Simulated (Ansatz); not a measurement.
AgCl (zincblende): gap against strain (epitaxial in the xy plane)

Zincblende AgCl, relaxed with r2SCAN in the PAW code Ansatz, then strained (epitaxial in the xy plane; changes of length per length, axes as in the cell below) with the atoms relaxed again within the symmetry that is left. Space group F-43m (No. 216), cubic; a = 5.987 Å in the conventional setting, 26.82 Å³ an atom. Around Ag lie 4 Cl at 2.59 Å; around Cl lie 4 Ag at 2.59 Å. All values are calculated for a non-magnetic cell, which may be hypothetical.

```
CELL_PARAMETERS angstrom
0.00000 2.99327 2.99327
2.99327 0.00000 2.99327
2.99327 2.99327 0.00000
ATOMIC_POSITIONS crystal
Ag 0.00000 0.00000 0.00000
Cl 0.25000 0.25000 0.25000
```

Gaps are the least over each mesh (PBE 8×8×8, r2SCAN 8×8×8, HSE06 6×6×6 when unstrained) and the special points, which keep their unstrained names; stress is the change from the unstrained cell, compression positive.

```csv
strain (%),free normal strain (%),"gap, PBE (eV)","gap, r2SCAN (eV)","gap, HSE06 (eV)","edges, HSE06","in-plane stress, r2SCAN (GPa)","energy rise, r2SCAN (meV/atom)"
-5.86,+10.61,1.183,1.589,2.639,Γ,+0.22,1.8
-5.0,+9.17,1.192,1.596,2.650,Γ,+0.17,1.2
-4.07,+7.58,1.203,1.603,2.661,Γ,+0.12,0.7
-1.51,+2.93,1.232,1.628,2.692,Γ,+0.03,0.1
0.0,0.00,1.252,1.647,2.712,Γ,0.00,0.0
```

The runs are scalar-relativistic, without spin-orbit coupling.

The meshes of the hybrids are coarse, so their gaps aren't converged to the digits shown.
